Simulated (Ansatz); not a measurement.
## CuO under changes of volume

One of the cells (10.729 Å³/atom); the others are scaled copies at fixed shape and fractional positions:

```
Cu O
1.0
     2.87950    0.00000    0.00000
     0.03907    2.87928    0.00000
     0.01750    0.01724    5.17634
Cu O
2 2
Direct
  0.00000 0.50000 0.00000
  0.50000 0.00000 0.50000
  0.99842 0.00167 0.74989
  0.00158 0.99833 0.25011
```

The cell comes from a database or a generator and needn't be the stable form of this composition.

| Quantity | Value |
| --- | --- |
| Program | Ansatz 0.2.0 |
| Functional | PBE |
| Potentials or basis | all-electron LAPW, scalar-relativistic |
| Cutoff | 447 eV (chosen from the basis error) |
| Basis error allowed | 0.001 eV/atom |
| k mesh | 9 × 9 × 5 |
| Occupations | fermi-dirac, width 0.05 eV |
| Spin | no spin polarisation |

```tsv
volume (Å³/atom)	energy over the lowest point (meV/atom)	pressure (GPa)	largest force (eV/Å)
10.085	54.13	18.6	0.012
10.300	?	?	?
10.515	16.88	9.6	0.011
10.729	6.62	5.8	0.011
10.944	1.16	2.4	0.012
11.158	0.00	-0.6	0.013
11.373	2.70	-3.3	0.013
```

Problem. What does the run at 10.300 Å³/atom give?

Solution. Energy over the lowest point 32.51 meV/atom; pressure 13.8 GPa; largest force 0.011 eV/Å.

Worked out: A Birch-Murnaghan fit of order 3 (a polynomial in V^(-2/3)) to the other rows has its minimum at 11.11 Å³/atom with B0 = V·E''(V) = 153 GPa and B' = 4.6 at fixed shape and positions, which overstates the stiffness. It gives 32.51 meV/atom at 10.300 Å³/atom, against the run's 32.51, and -dE/dV = 13.8 GPa, against 13.8.

Energies are extrapolated to zero smearing.

Caveats: the run has no spin polarisation, though such a crystal can be magnetic.
